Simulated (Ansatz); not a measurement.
Input of an Ansatz 0.2.0 run:

The input input.yaml:

```yaml
crystal:
  lattice:
    - [-1.88252524, 1.88252524, 1.88252524]
    - [1.88252524, -1.88252524, 1.88252524]
    - [1.88252524, 1.88252524, -1.88252524]
  atoms:
    - { symbol: In, position: [0.0, 0.0, 0.0] }
hamiltonian:
  xc: lda
  pseudopotentials: { kind: paw }
kpoints:
  mp_grid: { grid: [10, 10, 10] }
  band_path:
    path:
      - [[0.0, 0.0, 0.0], [0.5, -0.5, 0.5], [0.0, 0.0, 0.5], [0.0, 0.0, 0.0], [0.25, 0.25, 0.25], [0.5, -0.5, 0.5]]
      - [[0.25, 0.25, 0.25], [0.0, 0.0, 0.5]]
    npoints: 14
scf:
  occupations: { method: fermi_dirac, width: 0.05 }
  n_extra_bands: 6
output:
  forces: true
  stress: true
  eigenvalues: true
  fatbands: true
```

Potentials or basis: Ansatz PAW.

The run is started by

```sh
$ ansatz run input.yaml --threads 2 --pin off --max-ram 5632MiB --backend cpu --events-out ev --progress --plain --runs-dir out
```

(1) Estimate the band gap on the k mesh.

(2) Estimate the pressure.

Results:

(1) none (metal or under the smearing width).

(2) -2.8 GPa.

Caveat: spin-orbit coupling is left out, which moves the levels of the heavy elements; the PAW data sets come from PBE, with cores solved anew for the run's functional, which leaves a small shift of forces and pressure.
